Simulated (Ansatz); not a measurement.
Computed with Ansatz on PBE0-D4/def2-TZVP structures; ΔE is electronic, products minus reactants. CCSD(T)/CBS adds triple-zeta CCSD(T) − MP2 to the extrapolated MP2 energy (def2 sets, frozen cores). This one scheme is used for every species. DFT in def2-TZVPP. For Zn outer-core shells are correlated without core-valence functions, which leaves a few kJ/mol of doubt a bond. Scalar relativity is left out up to krypton. One conformer a species, not always the lowest.

diethylzinc + H–F → `C[CH2][Zn][F]` + ethane  (ligand exchange at a Zn–C bond)

| level | ΔE (kJ/mol) |
| --- | --- |
| r2SCANh-D4 | -129.2 |
| CCSD/def2-TZVPP | -124.3 |

Problem. What does CCSD(T)/CBS give? (An estimate is asked.)

Solution. The calculation gave: -123.2 kJ/mol. The listed levels differ from it by -6.0, -1.1 kJ/mol.

Largest T1 diagnostic among the species: 0.015.

Leaving LDA and LC-ωPBE aside and taking each functional with its dispersion term where it has one, the values, not all of them listed here, spread over 20.0 kJ/mol, from B97M-V to revPBE-D4. LDA lies +11.2 kJ/mol from PBE without D4. In def2-TZVPP, CCSD(T) changes the Hartree–Fock value by +33.9 kJ/mol (the triples alone add +4.7 kJ/mol) and MP2 by +38.2 kJ/mol.

CCSD(T)/CBS has its own doubt, a few kJ/mol and more with outer-core shells, so smaller differences from it don't rank the levels.
